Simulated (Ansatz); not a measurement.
Runs of Ansatz 0.2.0 on PbS. It takes space group Pm-3m (No. 221, cubic). The conventional cell has a = 3.654 Å, b = 3.654 Å, c = 3.654 Å, α = 90.00°, β = 90.00°, γ = 90.00°. Around Pb (site symmetry m-3m) lie 8 S at 3.16 Å. S (site symmetry m-3m) is surrounded by 8 Pb at 3.16 Å. Measurements of this composition are mostly on another form, of space group No. 225.

```csv
task,level,spin,cell,k mesh,points for each segment of the path,gap on the mesh (eV),pressure (GPa),relaxed volume (Å³/atom)
single point,PBE0,"SOC, no magnetisation",as given,3 × 3 × 3,-,(a),-2.2,-
relaxation of cell and atoms,HSE03,off,relaxed,4 × 4 × 4,-,none,0.0,(b)
relaxation of cell and atoms,HSE06,off,relaxed,4 × 4 × 4,-,none,0.0,23.40
band structure,HSE03,off,as given,4 × 4 × 4,4,none,-2.0,-
relaxation of cell and atoms,PBEsol0,off,relaxed,4 × 4 × 4,-,-,0.0,22.56
```

Alike in all rows: potentials or basis Ansatz PAW; cutoff (eV) 420; smearing fermi-dirac 0.05 eV; the mesh is coarse, so values aren't converged.

**Question.** Estimate the missing entries.

**Answer.** (a) 2.64; (b) 23.48.

Caveats: all runs use coarse meshes; the PAW data sets come from PBE, with cores solved anew for the run's functional, which leaves a small shift of forces and pressure; the plane-wave basis is chosen anew once the cell has moved, so the energies of steps on either side of that aren't comparable (some runs); the thresholds are loose for stress (some runs); odd divisions of the mesh miss points on the zone boundary, where band edges often lie, so the gap on the mesh can be too wide (some runs); spin-orbit coupling is left out, which moves the levels of the heavy elements (some runs).

A k mesh can miss the band edges, and rows without SOC leave out spin-orbit coupling on Pb.

A gap of «none» marks a metal or a gap under the smearing width.
